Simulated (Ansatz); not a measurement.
# CuO (Tenorite) (C2/c) in Ansatz: settings compared, part 2 of 2

Ansatz 0.2.0.

### 5 Relaxation of cell and atoms, PBE+D4

File input.yaml:

```yaml
crystal:
  lattice:
    - [2.34185, -1.7113, 0.0]
    - [2.34185, 1.7113, 0.0]
    - [-0.8500274268, 0.0, 5.0578693947]
  atoms:
    - { symbol: Cu, position: [0.5, 0.0, 0.5] }
    - { symbol: Cu, position: [0.0, 0.5, 0.0] }
    - { symbol: O, position: [0.4184, 0.5816, 0.75] }
    - { symbol: O, position: [0.5816, 0.4184, 0.25] }
hamiltonian:
  xc: pbe
  pseudopotentials: { kind: paw }
  dispersion: d4
kpoints:
  mp_grid: { grid: [10, 10, 5] }
scf:
  occupations: { method: fermi_dirac, width: 0.05 }
output:
  forces: true
  stress: true
relax:
  f_tol: 0.01
  max_steps: 40
  cell: { stress_tol: 0.05 }
```

Potentials or basis: Ansatz PAW.

Command:

```
ansatz run input.yaml --threads 2 --pin off --max-ram 5632MiB --backend cpu --events-out ev --progress --plain --runs-dir out
```

Standard output:

```text
Warning: RAYON_NUM_THREADS=2 ignored (pool sized by the plan → 2); use --threads N
Engine: ansatz 0.2.0, x86_64-unknown-linux-gnu
Pseudopotentials: kind: paw
Pseudopotential: Cu, paw, valence charge 19, recommended cutoff 420 eV (normal), Cu.paw.azcp
Pseudopotential: O, paw, valence charge 6, recommended cutoff 420 eV (normal), O.paw.azcp
Functional definition: PBE
  parameter kappa = 0.804
  parameter beta = 0.06672455060314922
  exchange = pbe_x(kappa = kappa, mu = beta*pi^2/3)
  correlation = pbe_c(beta = beta)
Crystal: 4 atoms, lattice volume = 40.540 Å³
Basis set: ecut = 420 eV, 787 PW (Γ), exchange–correlation on 40×40×72 points (8 copies of the dense FFT grid, shifted against one another)
Bands: 30, of which v1, the nominal top of the filled ones, is band 25 counted from 1 (24 counted from 0)
Symmetry: 4 space group operations
Space group: C2/c (ITA 15), of the structure as read, at distance tolerance 3.4e-5 Å
k-points: 141 of 500
Non-local potential: Cu, projectors of the file, l = 0: 3, l = 1: 2, l = 2: 3, l = 3: 1
Non-local potential: O, projectors of the file, l = 0: 2, l = 1: 2, l = 2: 1
PAW form: soft (Blöchl's): semilocal exchange-correlation on the pseudo side does not see the compensation charge
PAW one-centre angular grid: Cu, 590 points (default); XC on 64 Gauss nodes
PAW one-centre angular grid: O, 110 points (default); XC on 64 Gauss nodes
Initial density: superposition of atomic densities (neutral atoms: chi_scale 0, normalization atom), corrected by the library's trained network
Initial wavefunctions: pseudopotential atomic-orbital guess
Functional: x = pbe(κ = 0.804, μ = 0.2195149727645171), c = pbe(β = 0.06672455060314922)
SCF iter   1: F=—  HF=-14383.628628 eV  |F-HF|=—  |Δ(HF+E_count)|=         —  Δρ=4.90e-3  dr2=2.38e-3  ethr=1.77e-3  ⟨swp⟩=5.8  Hψ=14729  notcnv=0
preconditioner: auto → Kerker (q_TF=auto, 2.825 Å⁻¹)  [metal: Δε(μ)=0.011 eV  Ē_g=11.257 eV  σ=0.050 eV  W_gap=0.06  n_scr=20 (ndim 8)  ℏωp=34.0 eV  f_vac=0.000  D(μ)=2.37/eV (n_scr^D=26)]
SCF iter   2: F=—  HF=-14383.628177 eV  |F-HF|=—  |Δ(HF+E_count)|=   4.51e-4  Δρ=2.41e-3  dr2=7.19e-4  ethr=4.76e-6  ⟨swp⟩=2.0  Hψ=7716  notcnv=0
SCF iter   3: F=—  HF=-14383.628033 eV  |F-HF|=—  |Δ(HF+E_count)|=   1.44e-4  Δρ=3.89e-4  dr2=4.81e-5  ethr=1.44e-6  ⟨swp⟩=2.9  Hψ=6429  notcnv=0
SCF iter   4: F=—  HF=-14383.628048 eV  |F-HF|=—  |Δ(HF+E_count)|=   1.54e-5  Δρ=1.37e-4  dr2=6.53e-6  ethr=9.62e-8  ⟨swp⟩=2.0  Hψ=6657  notcnv=0
SCF iter   5: F=—  HF=-14383.628049 eV  |F-HF|=—  |Δ(HF+E_count)|=   1.04e-6  Δρ=6.30e-5  dr2=9.69e-7  ethr=1.31e-8  ⟨swp⟩=2.7  Hψ=7202  notcnv=0
SCF iter   6: F=—  HF=-14383.628049 eV  |F-HF|=—  |Δ(HF+E_count)|=   1.19e-7  Δρ=3.72e-5  dr2=3.70e-7  ethr=1.94e-9  ⟨swp⟩=2.0  Hψ=7644  notcnv=0
SCF iter   7: F=-14383.628049 eV  HF=-14383.628049 eV  |F-HF|=9.39e-9  |Δ(HF+E_count)|=   9.44e-8  Δρ=8.03e-6  dr2=2.45e-8  ethr=2.00e-10  ⟨swp⟩=2.8  Hψ=15744  notcnv=0
SCF 1 converged in 7 iterations: F = -14383.628049 eV  dr2 = 2.45e-8
relax step   1: F+E_penalty+E_count = -14383.62804934 eV  Δ(F+E_penalty+E_count) = +0.000e0 eV  max|allowed force component| = 2.607e-1 eV/Å  Δτ_max = 0.0000 Å  P = +1.338 GPa  Ω = 40.540 Å³  (7 SCF iters, dr2 threshold 1.00e-7 eV, accepted)
Crystal: 4 atoms, lattice volume = 41.115 Å³
Basis set: ecut = 420 eV, 803 PW (Γ), exchange–correlation on 40×40×72 points (8 copies of the dense FFT grid, shifted against one another)
Initial density: handed on by an earlier stage of this run
Initial wavefunctions: those handed on with the density
iter 1 solved again at ethr=2.02e-6 eV; its pass at ethr=3.10e-3 eV (dr2=1.01e-3 eV) is discarded
SCF iter   1: F=—  HF=-14383.644063 eV  |F-HF|=—  |Δ(HF+E_count)|=         —  Δρ=2.90e-3  dr2=1.05e-3  ethr=2.02e-6  ⟨swp⟩=2.2  Hψ=22680  notcnv=0
preconditioner: auto → Kerker (q_TF=auto, 2.819 Å⁻¹)  [metal: Δε(μ)=0.005 eV  Ē_g=11.187 eV  σ=0.050 eV  W_gap=0.02  n_scr=20 (ndim 8)  ℏωp=33.8 eV  f_vac=0.002  D(μ)=2.41/eV (n_scr^D=26)]
SCF iter   2: F=—  HF=-14383.643972 eV  |F-HF|=—  |Δ(HF+E_count)|=   9.01e-5  Δρ=1.46e-3  dr2=2.71e-4  ethr=2.02e-6  ⟨swp⟩=1.0  Hψ=4230  notcnv=0
SCF iter   3: F=—  HF=-14383.644052 eV  |F-HF|=—  |Δ(HF+E_count)|=   7.91e-5  Δρ=2.98e-4  dr2=2.70e-5  ethr=5.41e-7  ⟨swp⟩=2.1  Hψ=6391  notcnv=0
SCF iter   4: F=—  HF=-14383.644050 eV  |F-HF|=—  |Δ(HF+E_count)|=   1.32e-6  Δρ=1.62e-4  dr2=7.28e-6  ethr=5.40e-8  ⟨swp⟩=2.4  Hψ=6924  notcnv=0
SCF iter   5: F=—  HF=-14383.644051 eV  |F-HF|=—  |Δ(HF+E_count)|=   7.59e-7  Δρ=4.03e-5  dr2=5.98e-7  ethr=1.46e-8  ⟨swp⟩=2.4  Hψ=6610  notcnv=0
SCF iter   6: F=-14383.644051 eV  HF=-14383.644051 eV  |F-HF|=7.08e-9  |Δ(HF+E_count)|=   7.13e-8  Δρ=1.16e-5  dr2=5.78e-8  ethr=8.00e-10  ⟨swp⟩=3.6  Hψ=12437  notcnv=0
SCF 2 converged in 6 iterations: F = -14383.644051 eV  dr2 = 5.78e-8
relax step   2: F+E_penalty+E_count = -14383.64405111 eV  Δ(F+E_penalty+E_count) = -1.600e-2 eV  max|allowed force component| = 2.314e-1 eV/Å  Δτ_max = 0.0207 Å  P = +0.108 GPa  Ω = 41.115 Å³  energy of the carried Pulay correction = -2.581e-3 eV  (6 SCF iters, dr2 threshold 4.00e-7 eV, accepted)
[... 219 lines left out ...]
SCF iter   5: F=-14383.746677 eV  HF=-14383.746677 eV  |F-HF|=1.15e-9  |Δ(HF+E_count)|=   1.17e-8  Δρ=2.18e-6  dr2=1.16e-9  ethr=4.97e-11  ⟨swp⟩=4.0  Hψ=13642  notcnv=0
SCF 21 converged in 5 iterations: F = -14383.746677 eV  dr2 = 1.16e-9
relax step  21: F+E_penalty+E_count = -14383.74667722 eV  Δ(F+E_penalty+E_count) = -9.715e-5 eV  max|allowed force component| = 4.925e-4 eV/Å  Δτ_max = 0.0016 Å  P = +0.005 GPa  Ω = 43.600 Å³  energy of the carried Pulay correction = -1.879e-5 eV  (5 SCF iters, dr2 threshold 2.49e-8 eV, accepted)
iter 1 solved again at ethr=8.09e-8 eV; its pass at ethr=3.10e-3 eV (dr2=4.04e-5 eV) is discarded
SCF iter   1: F=—  HF=-14383.746862 eV  |F-HF|=—  |Δ(HF+E_count)|=         —  Δρ=5.67e-5  dr2=1.05e-7  ethr=8.09e-8  ⟨swp⟩=3.0  Hψ=26193  notcnv=0
SCF iter   2: F=—  HF=-14383.746725 eV  |F-HF|=—  |Δ(HF+E_count)|=   1.37e-4  Δρ=4.87e-6  dr2=2.76e-9  ethr=2.10e-10  ⟨swp⟩=2.0  Hψ=7663  notcnv=0
SCF iter   3: F=—  HF=-14383.746725 eV  |F-HF|=—  |Δ(HF+E_count)|=  9.82e-11  Δρ=8.02e-7  dr2=1.24e-10  ethr=5.52e-12  ⟨swp⟩=2.2  Hψ=5773  notcnv=0
SCF iter   4: F=—  HF=-14383.746725 eV  |F-HF|=—  |Δ(HF+E_count)|=  6.18e-11  Δρ=9.01e-7  dr2=1.87e-10  ethr=1.00e-12  ⟨swp⟩=4.3  Hψ=15594  notcnv=0
SCF iter   5: F=-14383.746725 eV  HF=-14383.746725 eV  |F-HF|=7.28e-12  |Δ(HF+E_count)|=  6.00e-11  Δρ=1.85e-7  dr2=8.50e-12  ethr=1.00e-12  ⟨swp⟩=3.0  Hψ=15717  notcnv=0
SCF 22 converged in 5 iterations: F = -14383.746725 eV  dr2 = 8.50e-12
relax step  22: F+E_penalty+E_count = -14383.74672530 eV  Δ(F+E_penalty+E_count) = -4.808e-5 eV  max|allowed force component| = 5.272e-4 eV/Å  Δτ_max = 0.0000 Å  P = +0.007 GPa  Ω = 43.600 Å³  stress off target by 4.46e-2 GPa  SCF on the basis re-selected at this cell (its energy is not comparable with the rows above)  (5 SCF iters)
basis re-selected at this cell: Δ(F+E_penalty+E_count) = -4.808e-5 eV, ΔP = +0.002 GPa vs the last step (what re-selecting the basis moved, of the pressure what is left beyond the Pulay correction that the steps carried, after the strain that the cell walked since its last selection, with what the two solves' SCF thresholds leave and, on support functions, any second-order correction that the steps lacked; it is no measure of the basis error at this ecutwfc). This SCF's stress stands 4.46e-2 GPa from its target on what of the cell is left free (relax.cell.stress_tol is 5.00e-2 GPa) and its largest allowed force component is 5.27e-4 eV/Å (relax.f_tol is 1.00e-2 eV/Å): within both
SCF converged after 5 iterations
Free energy (F): -14383.746725 eV
Harris-Foulkes:  -14383.746725 eV  (|F-HF|=7.28e-12)
Internal energy: -14383.725822 eV  (E = F + TS)
E sigma→0 (E₀):  -14383.736274 eV
Entropy (-TS):   -0.020903 eV (-5.226 meV/atom)
Fermi energy:    11.161465 eV
--- Per-component energies (eV) ---
  E_band       = -915.205350
  E_kinetic    = 942.443152
  E_local      = -10094.426420  (includes V_loc(G=0)·N_el)
  E_nonlocal   = 875.671356
  E_hartree    = 4371.128812
  E_xc         = -323.842802
  E_vxc        = -415.683319  (∫ρ·V_xc dr)
  E_paw        = -3636.934608  (= ΣΔE_a)
  E_vpaw       = -965.473009  (= ΣTr[D̂ρ^β])
  E_aug_tail   = 0.005624  (compensation charges beyond the density's cutoff)
  E_ewald      = -6516.582335
  E_disp       = -1.188601  (pairwise vdW)
  E_smearing   = -0.020903  (= −TS)
  E_closure    = -0.000000  (closes the sum)
  Σ components = -14383.746725   (vs F -14383.746725, Δ=0.00e0)
--- Forces (eV/Å), atoms counted from 1 ---
  atom   1  Cu    -0.00000000     0.00000000    -0.00000000
  atom   2  Cu     0.00000000     0.00000000    -0.00000000
  atom   3  O     -0.00000000     0.00052718     0.00000000
  atom   4  O      0.00000000    -0.00052718    -0.00000000
  max |Σ_I F_I| component: 2.78e-28 eV/Å
--- Stress (GPa, compression-positive) ---
       -0.028787      -0.000000       0.003393
       -0.000000       0.044632      -0.000000
        0.003393      -0.000000       0.005395
  P = ⅓ Tr σ = 0.0071 GPa (0.071 kbar)
--- Relaxed structure (17 steps of the walk, 17 accepted, 5 SCFs on fresh bases) ---
  F+E_penalty+E_count = -14383.74672530 eV   max|allowed force component| = 5.272e-4 eV/Å   (the final SCF, on the basis selected at the relaxed cell)
  cell:  # Å, volume = 43.5996 Å³
    - [2.0602023838872023, -2.053024895698789, 0.16072863272805252]
    - [2.0602023838872023, 2.053024895698789, 0.16072863272805252]
    - [-0.40065934997359814, 1.441414045051721e-17, 5.122784912261815]
  atoms:
    - { symbol: Cu, position: [0.5000000000000001, -7.632783294297951e-17, 0.5000000000000001] }
    - { symbol: Cu, position: [-7.806255641895632e-17, 0.5, 3.469446951953614e-18] }
    - { symbol: O, position: [0.4999714035474161, 0.500028596452584, 0.7500000000000001] }
    - { symbol: O, position: [0.5000285964525839, 0.499971403547416, 0.25000000000000006] }
```

Run time: 3.2 min. Hardware: 2 threads of Intel Xeon at 2.50GHz (Skylake/Cascade Lake), shared host; peak memory 0.47 GiB.

What came out:

* Free energy: -14383.7467 eV
* Relaxed volume: 10.90 Å³/atom
* Relaxed cell: a = 2.913 Å, b = 2.913 Å, c = 5.138 Å, α = 90.01°, β = 90.01°, γ = 89.63°
* Space group after relaxing (to 0.05 Å): P4_2/mmc (No. 131)
* Energy gained by relaxing: 29.7 meV/atom
* Ionic steps: 22
* Pressure after relaxing: 0.0 GPa

The path:
| step | energy change (eV) | largest force (eV/Å) | volume (Å³) |
| --- | --- | --- | --- |
| 1 | 0.0000 | 0.2607 | 40.54 |
| 2 | -0.0160 | 0.2314 | 41.11 |
| 3 | -0.0441 | 0.0378 | 41.93 |
| 4 | -0.0487 | 0.0104 | 42.65 |
| 5 | -0.0561 | 0.0001 | 42.47 |
| 6 | -0.0559 | 0.0005 | 42.53 |
| 7 | -0.0849 | 0.0011 | 42.53 |
| 8 | -0.0966 | 0.0123 | 42.96 |
| 9 | -0.0984 | 0.0394 | 43.50 |
| 10 | -0.1001 | 0.0014 | 43.33 |
| 11 | -0.1000 | 0.0003 | 43.35 |
| 12 | -0.1114 | 0.0019 | 43.35 |
| 13 | -0.1147 | 0.0018 | 43.50 |
| 14 | -0.1149 | 0.0001 | 43.55 |
| 15 | -0.1150 | 0.0005 | 43.55 |
| 16 | -0.1149 | 0.0000 | 43.55 |
| 17 | -0.1175 | 0.0005 | 43.55 |
| 18 | -0.1180 | 0.0002 | 43.59 |
| 19 | -0.1180 | 0.0000 | 43.59 |
| 20 | -0.1185 | 0.0002 | 43.59 |
| 21 | -0.1186 | 0.0005 | 43.60 |
| 22 | -0.1187 | 0.0005 | 43.60 |

Final structure:
```
Cu O
1.0
     2.06020   -2.05302    0.16073
     2.06020    2.05302    0.16073
    -0.40066    0.00000    5.12278
Cu O
2 2
Direct
  0.50000 0.00000 0.50000
  0.00000 0.50000 0.00000
  0.49997 0.50003 0.75000
  0.50003 0.49997 0.25000
```

Caveat: the plane-wave basis is chosen anew once the cell has moved, so the energies of steps on either side of that aren't comparable; the pressure holds a Pulay correction of +0.7 GPa for the finite cutoff; the run has no spin polarisation, though such a crystal can be magnetic. Zero-point motion and thermal expansion aren't in these numbers.

### 6 Overview

| task | level | cell | smearing | gap on the mesh (eV) | pressure (GPa) | relaxed volume (Å³/atom) | largest force (eV/Å) |
| --- | --- | --- | --- | --- | --- | --- | --- |
| single point | PBE | as given | gaussian 0.03 eV | none | 5.7 | - | 0.26 |
| single point | PBE | as given | gaussian 0.028 eV | none | 5.7 | - | 0.26 |
| relaxation of cell and atoms | PBE+D3(BJ) | relaxed | fermi-dirac 0.05 eV | none | 0.0 | 10.90 | - |
| relaxation of cell and atoms | PBE+D4 | relaxed | fermi-dirac 0.05 eV | - | 0.0 | 10.90 | - |

Alike in all rows: potentials or basis Ansatz PAW; no spin polarisation; k mesh 10 × 10 × 5; cutoff (eV) 420.

Caveats: the run has no spin polarisation, though such a crystal can be magnetic; semilocal functionals often make such compounds metallic where correlation or magnetic order opens a gap, which also shifts bond lengths (some runs); the plane-wave basis is chosen anew once the cell has moved, so the energies of steps on either side of that aren't comparable (some runs); pairwise dispersion overbinds metals, which lowers pressure and volume (some runs).

Total energies depend on the potentials used, so only differences within one code and one set of settings carry meaning.
